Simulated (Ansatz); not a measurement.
# BaS: the cost of one run

Method: reference: DFT, PBE, plane waves, PAW, in Ansatz 0.2.0.

5 further runs of the same task are left out: 1 for a known fault of the program, 4 that didn't finish.

### 1 Starting point

It takes space group F-43m (No. 216, cubic). Conventional cell: a = 7.039 Å, b = 7.039 Å, c = 7.039 Å, α = 90.00°, β = 90.00°, γ = 90.00°. Ba (site symmetry -43m) is surrounded by 4 S at 3.05 Å. S (site symmetry -43m) is surrounded by 4 Ba at 3.05 Å.

Coordinates:

```
CELL_PARAMETERS angstrom
0.00000 3.51941 3.51941
3.51941 0.00000 3.51941
3.51941 3.51941 0.00000
ATOMIC_POSITIONS crystal
Ba 0.00000 0.00000 0.00000
S 0.25000 0.25000 0.25000
```

### 2 The reference run

Contents of input.yaml:

```yaml
crystal:
  lattice:
    - [0.0, 3.5194117709, 3.5194117709]
    - [3.5194117709, 0.0, 3.5194117709]
    - [3.5194117709, 3.5194117709, 0.0]
  atoms:
    - { symbol: Ba, position: [0.0, 0.0, 0.0] }
    - { symbol: S, position: [0.25, 0.25, 0.25] }
kpoints:
  mp_grid: { grid: [4, 4, 4] }
hamiltonian:
  xc: pbe
scf:
  occupations: { method: fixed }
  n_extra_bands: 4
output:
  forces: true
  stress: true
  eigenvalues: true
```

Run with:

```
ansatz run input.yaml --threads 4 --pin off --max-ram 3686MiB --backend cpu --events-out ev --progress --plain --runs-dir out
```

**Question.** How long does this run take on 4 threads of an x86-64 CPU, shared host, and how much memory does it need?

About 1.4 s, with a peak of 0.36 GiB.
